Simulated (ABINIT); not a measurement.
Input of an ABINIT 10.8.3 (patched build) run:

The input run.abi:

```
# Pseudopotentials
pp_dirpath "./"
pseudos "13_Al_3_1.9_1.9_pbe_n_v1.0.psp8, 07_N_5_1.2_1.4_pbe_n_v1.0.psp8"

# Structure
acell 5.882717426 5.882717426 9.4127258268
rprim
     1.0000000000     0.0000000000     0.0000000000
    -0.5000000000     0.8660254038     0.0000000000
     0.0000000000     0.0000000000     1.0000000000
ntypat 2
znucl 13 7
natom 4
typat 1 1 2 2
xred
     0.6666666667     0.3333333333     0.5000000000
     0.3333333333     0.6666666667     0.0000000000
     0.6666666667     0.3333333333     0.8800000000
     0.3333333333     0.6666666667     0.3800000000

# Plane-wave basis
ecut 789.130201 eV

# k points
kptopt 1
ngkpt 8 8 4
nshiftk 1
shiftk 0.0 0.0 0.0

# Exchange and correlation
ixc 11

# Bands and occupations
nband 12
occopt 3
tsmear 0.05 eV

# SCF cycle
nstep 100
tolvrs 1.0e-10

# Output
iomode 3
prtwf 0
prtden 0
prteig 0
prtebands 0
```

Potentials or basis: SPMS NC PBE v1.0.

Command:

```sh
$ abinit run.abi > log 2>&1
```

Task: Predict the largest force.

Result: 0.130 eV/Å.

Task: Estimate the band gap on the k mesh.

Result: 4.22 eV, direct.

Forces in eV/Å, atoms in the order of the input:
```
Al   0.000  0.000 -0.130
Al   0.000  0.000 -0.130
N    0.000  0.000  0.130
N    0.000  0.000  0.130
```

**Measured values to compare with.**

“Self-assembly of well-separated AlN nanowires directly on sputtered metallic TiN films”, 2019, arxiv:1910.07391 quotes, for a bulk crystal of AlN at 10 K: band gap 6.034 eV (an exciton energy, a little under the gap).

Against the measured gap of AlN, 6.034 eV (an exciton energy, a little under the gap; 10 K; quoted in “Self-assembly of well-separated AlN nanowires directly on sputtered metallic TiN films”, 2019, arxiv:1910.07391), the calculated 4.22 eV is off by -1.81 eV. 2 values of this kind are on record (6.034 to 6.0343 eV); this one was drawn at random. The value is that of PBE, without temperature or zero-point motion. Semilocal functionals fall short of measured gaps as a rule.
